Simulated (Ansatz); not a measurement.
Consider AgBr in the rock salt structure (space group Fm-3m, No. 225; a = 5.841 Å). Axes: x, y, z lie along the cube axes.

The values are results of Kohn–Sham DFT with the PBE functional, run in Ansatz (a program for electronic structure) with PAW and 420 eV plane waves, spin-orbit coupling left out, not measurements.

Modification: every lattice vector is stretched by 2.89 %, atoms relaxed at fixed cell.

### Question
Predict the stress tensor and what it implies for the stiffness.

### Answer
Stress of the strained cell less that of the base (GPa, compression positive):
```
  -2.63    0.00    0.00
   0.00   -2.63    0.00
   0.00    0.00   -2.63
```

Then B = −ΔP/(ΔV/V₀) with ΔV/V₀ = 0.0892 gives secant stiffness values (nonlinear terms included at this strain): B ≈ 30 GPa.

As a check, the harmonic strain energy −½ V₀ Δσ:ε is 18 meV/atom; the computed energy rise is 20 meV/atom.

Stability against distortions was not tested.
